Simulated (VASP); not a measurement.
Set up this calculation in VASP 6.6.1, as the native input.

| Property | Result |
| --- | --- |
| Task | relaxation of the atoms |
| Functional | PBE |
| Potentials or basis | VASP PAW PBE potentials, release 64 (Ta_pv) |
| Cutoff | 600 eV |
| k mesh | 16 × 16 × 16 |
| Occupations | methfessel-paxton, width 0.1 eV |
| Spin | no spin polarisation |
| Further INCAR settings | ALGO = Normal; EDIFF = 1e-07; IBRION = 2; EDIFFG = -0.01; NSW = 40 |

The structure of Ta lies in POSCAR:

```
Ta                                      
1.0
   -1.6932941429      1.6932941429      1.6932941429
    1.6932941429     -1.6932941429      1.6932941429
    1.6932941429      1.6932941429     -1.6932941429
  Ta            
     1
Direct
     0.0000000000000000    0.0000000000000000    0.0000000000000000
```

The cell isn't the ideal one: a relaxed cell with its volume scaled by 1.06.

One way to write it, as run:

INCAR

```
SYSTEM = Ta
  PREC = Accurate
  ENCUT = 600
  EDIFF = 1E-7
  ISMEAR = 1
  SIGMA = 0.1
  LREAL = .FALSE.
  LASPH = .TRUE.
  NELM = 80
  ALGO = Normal
  ISIF = 2
  LWAVE = .FALSE.
  LCHARG = .FALSE.
  GGA = PE
  IBRION = 2
  NSW = 40
  EDIFFG = -0.01
```

KPOINTS

```
Automatic mesh
0
G
  16 16 16
  0 0 0
```

Potentials or basis: VASP PAW PBE potentials, release 64 (Ta_pv).

The run is started by

```console
$ cat potpaw_PBE.64/Ta_pv/POTCAR > POTCAR
$ mpirun -np 1 vasp_std > vasp.out
```

It gave:

* Pressure after relaxing: -10.1 GPa
* Band gap on the k mesh: none (metal or under the smearing width)

Caveat: the relaxation stopped at its first step, so nothing moved.

Wall time 15 s on 1 thread of Intel(R) Xeon(R) Platinum 8488C (Sapphire Rapids), on a shared host, peak memory 0.16 GiB.
